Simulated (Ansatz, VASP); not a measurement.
# One calculation of Ba, two programs

```xyz
1
Lattice="0.0000 3.5163 2.5820 3.5163 0.0000 2.5820 3.5163 3.5163 0.0000" Properties=species:S:1:pos:R:3 pbc="T T T"
Ba    0.0000    0.0000    0.0000
```

Alike in both runs: task single point; functional PBE; k mesh 14 × 14 × 14; occupations gaussian, width 0.15 eV; no spin polarisation.

```csv
,VASP,Ansatz
version,VASP 6.6.1,Ansatz 0.2.0
potentials or method,"VASP PAW PBE potentials, release 64 (Ba_sv)","scalar-relativistic, plane waves, PAW"
plane-wave cutoff (eV),520,420
valence electrons in the cell,10,10
```

VASP gave:

| Item | Value |
| --- | --- |
| gap on the k mesh at the Fermi level (eV) | none |
| pressure (GPa) | 0.0 |
| largest component of the traceless stress (GPa) | 0.10 |

Q: Which values does Ansatz return?

A: gap on the k mesh at the Fermi level (eV): none; pressure (GPa): -0.1; largest component of the traceless stress (GPa): 0.10.

A gap of «none» marks a metal or a gap that the smearing closes. The functional is the same, so the differences come from potentials, cutoffs and numerics.

Spin-orbit coupling is left out, which matters for the levels of Ba.
